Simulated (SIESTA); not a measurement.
HfB2:

```
CELL_PARAMETERS angstrom
3.14000 0.00000 0.00000
-1.57000 2.71932 0.00000
0.00000 0.00000 3.48000
ATOMIC_POSITIONS crystal
Hf 0.00000 0.00000 0.00000
B 0.66667 0.33333 0.50000
B 0.33333 0.66667 0.50000
```

Base run:

* Program: SIESTA 5.4.2
* Functional: vdW-DF-cx
* Potentials or basis: PseudoDojo 0.4 standard (PBE files)
* Basis: DZP (energy shift 0.003 Ry; two zetas on semicore shells)
* Grid cutoff: 800 Ry
* Energy shift: 0.003 Ry
* k mesh: 10 × 10 × 8
* Occupations: fermi-dirac, width 0.05 eV
* Spin: no spin polarisation

Its results: band gap on the k mesh none (metal or under the smearing width); pressure -0.9 GPa.

**Question.** The run is repeated on the same cell with these changes: functional from vdW-DF-cx to vdW-DF2. What comes out?

**Answer.** Band gap on the k mesh none (metal or under the smearing width); pressure 11.0 GPa.

Caveats: short orbitals over semicore shells can move pressures by several GPa; the potentials were made for another functional, which shifts forces and pressure; the basis of atomic orbitals isn't converged, which shifts pressures, moduli and gaps.

Not every run made on this cell is shown here.
